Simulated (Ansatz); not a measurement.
Stationary points along a deformation path in KBr

Theory: Ansatz, DFT PBEsol, scalar-relativistic, plane waves, PAW. Cutoff 420 eV, Γ-centred 8×8×8 k-points, Gaussian smearing of 0.05 eV. No spin polarisation. Energies are free energies at this smearing, counted from the undisturbed cell; pressure is positive in compression.

Reference structure (relaxed at this level):

```xyz
2
Lattice="0.0000 3.2749 3.2749 3.2749 0.0000 3.2749 3.2749 3.2749 0.0000" Properties=species:S:1:pos:R:3 pbc="T T T"
K     0.0000    0.0000    0.0000
Br    3.2749    3.2749    3.2749
```

At fixed volume and fractional coordinates, lengths along (0.577, 0.577, 0.577) are scaled against those across it; ρ is that ratio over its starting value. V = 35.123 Å³/atom. Δσ is the stress along the axis less the mean stress across it (compression positive).

```
    ρ  ΔE (meV/atom)  Δσ (GPa) space group
0.500           79.5      0.00        Pm-3m
0.600           73.5      0.62         R-3m
0.710           49.0      1.28         R-3m
0.850           15.2      1.12         R-3m
0.930            3.5      0.62         R-3m
1.000            0.0      0.00        Fm-3m
1.080            4.8     -0.91         R-3m
1.200           31.5     -2.66         R-3m
1.410          138.9     -6.77         R-3m
1.700          416.0    -13.93         R-3m
2.000          835.6    -21.08         R-3m
```

Problem. How does the stress give the slope of the energy, and where is the energy stationary?

Solution. Along the path d ln(length) is 2/3 d ln ρ on the axis and −1/3 d ln ρ across it, so dE/d ln ρ = −(2/3) V Δσ: the energy falls with ρ where Δσ is positive. Δσ vanishes or changes sign at ρ = 0.500 (Pm-3m, an end of the scan), at 79.5 meV/atom; at ρ = 1.000 (Fm-3m), a minimum at 0.0 meV/atom. Pairs of stationary points between two samples would go unseen, and could change a minimum read from distant neighbours into a maximum. At ρ = 0.500, 1.000 the cell is cubic, where symmetry alone makes the stress isotropic and the slope zero.

Problem. Which shear constant sets the curvature at ρ = 1?

Solution. For a cubic crystal E/V = (2/3) C (ln ρ)² with C = C44, so Δσ = −2C ln ρ. The parabola of Δσ against ln ρ through ρ = 0.930, 1 and 1.080 gives C ≈ 5.1 GPa with the ions clamped, rough because the steps are large.

The gap closes along the scan, which can put kinks into the curve.